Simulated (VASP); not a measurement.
Sb, 2 atoms in the cell. Symmetry: R-3m, No. 166, trigonal system. Conventional cell: a = 4.338 Å, b = 4.338 Å, c = 11.335 Å, α = 90.00°, β = 90.00°, γ = 120.00°. Sb (site symmetry 3m) has 3 Sb at 2.93 Å as nearest neighbours. 

```yaml
Program: VASP 6.6.1
Task: relaxation of cell and atoms
Functional: r2SCAN
Dispersion: rVV10
Potentials_or_basis: VASP PAW PBE potentials, release 64 (Sb)
Cutoff: 600 eV
k_mesh: 10 × 10 × 10
Occupations: methfessel-paxton, width 0.1 eV
Spin: no spin polarisation
Further_INCAR_settings: ALGO = Normal; EDIFF = 1e-07; IBRION = 2; EDIFFG = -0.005; NSW = 90; ISIF = 3
```

Potentials or basis: VASP PAW PBE potentials, release 64 (Sb).

Launch:

```sh
$ cat potpaw_PBE.64/Sb/POTCAR > POTCAR
$ mpirun -np 1 vasp_std > vasp.out
```

Hardware: 1 thread of AMD EPYC 9R45 (Zen 5), with other jobs on the host.

Problem. Estimate the wall time of this run.

Solution. It took 13 min on 1 thread of AMD EPYC 9R45 (Zen 5) (shared host), peak memory 0.39 GiB. Counts: scf iterations 41, k points 116, ion steps 7.
